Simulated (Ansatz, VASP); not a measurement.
Re in VASP and in Ansatz

```
CELL_PARAMETERS angstrom
-1.53507 1.53507 1.53507
1.53507 -1.53507 1.53507
1.53507 1.53507 -1.53507
ATOMIC_POSITIONS crystal
Re 0.00000 0.00000 0.00000
```

Alike in both runs: functional LDA; k mesh 19 × 19 × 19; occupations fermi-dirac, width 0.05 eV; no spin polarisation.

Ansatz relaxed the structure, and its values are those at the end. VASP's run is a single point on that final structure, the one shown.

|  | VASP | Ansatz |
| --- | --- | --- |
| version | VASP 6.6.1 | Ansatz 0.2.0 |
| potentials or method | VASP PAW LDA potentials, release 64 (Re) | PAW with Ansatz's default frozen-core files, scalar-relativistic |
| plane-wave cutoff (eV) | 520 | 420 |
| valence electrons in the cell | 7 | 15 |

Ansatz gave:

```
pressure (GPa) : 0.0
```

**Question.** Estimate VASP's values.

**Answer.** Pressure (GPa): 1.4.

The two sets of potentials don't hold the same shells in valence.

The runs have no spin-orbit coupling, so splittings on Re are missing.
